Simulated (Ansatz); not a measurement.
La2O3:

```
La O
1.0
     6.26678    0.00000    0.00000
    -3.13339    5.42719    0.00000
     0.00000    0.00000    3.29977
La O
2 3
Direct
  0.66667 0.33333 0.50000
  0.33333 0.66667 0.50000
  0.50801 0.00000 0.00000
  0.00000 0.50801 0.00000
  0.49199 0.49199 0.00000
```

The cell comes from a database or a generator and needn't be the stable form of this composition.

| Quantity | Value |
| --- | --- |
| Program | Ansatz 0.2.0 |
| Task | relaxation of cell and atoms |
| Functional | PBEsol |
| Potentials or basis | Ansatz PAW |
| Cutoff | 420 eV (not typed: the program's choice for these potentials) |
| k mesh | 4 × 4 × 6 |
| Occupations | fermi-dirac, width 0.05 eV |
| Spin | no spin polarisation |

At the start: volume 22.45 Å³/atom.

Problem. How do energy, volume and symmetry change on relaxing?

Solution. It ends after 7 steps and the volume is 22.38 Å³/atom (-0.3 %); space group P6/mmm (No. 191, to 0.05 Å).

Step by step:
| step | energy change (eV) | largest force (eV/Å) | volume (Å³) |
| --- | --- | --- | --- |
| 1 | 0.0000 | 0.0613 | 112.23 |
| 2 | -0.0221 | 0.0373 | 111.92 |
| 3 | -0.0228 | 0.0304 | 111.85 |
| 4 | -0.0239 | 0.0022 | 111.87 |
| 5 | -0.0239 | 0.0023 | 111.87 |
| 6 | -0.0239 | 0.0001 | 111.88 |
| 7 | -0.0238 | 0.0002 | 111.88 |

Final structure:
```yaml
crystal:
  lattice:
    - [6.30280, 0.00000, 0.00000]
    - [-3.15140, 5.45838, 0.00000]
    - [0.00000, 0.00000, 3.25203]
  atoms:
    - { symbol: La, position: [0.66667, 0.33333, 0.50000] }
    - { symbol: La, position: [0.33333, 0.66667, 0.50000] }
    - { symbol: O, position: [0.50002, 0.00000, 0.00000] }
    - { symbol: O, position: [0.00000, 0.50002, 0.00000] }
    - { symbol: O, position: [0.49998, 0.49998, 0.00000] }
```

Caveat: the plane-wave basis is chosen anew once the cell has moved, so the energies of steps on either side of that aren't comparable; the pressure holds a Pulay correction of +0.3 GPa for the finite cutoff; the PAW data sets come from PBE, with cores solved anew for the run's functional, which leaves a small shift of forces and pressure.
